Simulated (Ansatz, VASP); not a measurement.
Two plane-wave programs on LiCl

Contents of INCAR:

```
SYSTEM = LiCl
PREC     = Accurate       ! precision mode
ENCUT    = 520            ! plane-wave cutoff, eV
EDIFF    = 1E-6           ! SCF threshold, eV
ISMEAR   = 0              ! smearing method
SIGMA    = 0.02           ! smearing width, eV
LREAL    = .FALSE.        ! projectors in reciprocal space
LASPH    = .TRUE.         ! aspherical terms in the spheres
NELM     = 100            ! most SCF steps
ALGO     = Normal         ! electronic algorithm
ISIF     = 2              ! what is computed and relaxed
LWAVE    = .FALSE.        ! write WAVECAR
LCHARG   = .TRUE.         ! write CHGCAR
GGA      = PE             ! functional
LELF     = .TRUE.         ! ELF
LVHAR    = .TRUE.       
NBANDS   = 12             ! bands
```

KPOINTS

```
regular mesh
0
G
  8 8 8
  0 0 0
```

Contents of POSCAR:

```
LiCl
1.0
    0.0000000000      2.5184404344      2.7492688344
    2.7492688344      0.0000000000      2.7492688344
    2.7492688344      2.5184404344      0.0000000000
Li Cl
1 1
Direct
    0.0000000000      0.0000000000      0.0000000000
    0.5000000000      0.5000000000      0.5000000000
```

Input for Ansatz:

```yaml
crystal:
  lattice:
    - [0.0, 2.5184404344, 2.7492688344]
    - [2.7492688344, 0.0, 2.7492688344]
    - [2.7492688344, 2.5184404344, 0.0]
  atoms:
    - { symbol: Li, position: [0.0, 0.0, 0.0] }
    - { symbol: Cl, position: [0.5, 0.5, 0.5] }
basis:
  ecutwfc: 420
kpoints:
  mp_grid: { grid: [8, 8, 8] }
hamiltonian:
  xc: pbe
scf:
  occupations: { method: gaussian, width: 0.02 }
output:
  forces: true
  stress: true
  eigenvalues: true
  populations: true
```

Alike in both runs: task single point; functional PBE; k mesh 8 × 8 × 8; occupations gaussian, width 0.02 eV; no spin polarisation.

```csv
,VASP,Ansatz
version,VASP 6.6.1,Ansatz 0.2.0
potentials or method,"VASP PAW PBE potentials, release 64 (Li_sv, Cl)","scalar-relativistic, plane waves, PAW"
plane-wave cutoff (eV),520,420
valence electrons in the cell,10,10
```

```csv
,VASP,Ansatz,Ansatz less VASP
gap on the k mesh at the Fermi level (eV),5.65,5.63,-0.011
least direct gap on the mesh (eV),5.65,5.63,-0.011
```

With one functional, cell and mesh, what is left measures potentials, basis and numerics.

 A k mesh can miss the band edges.
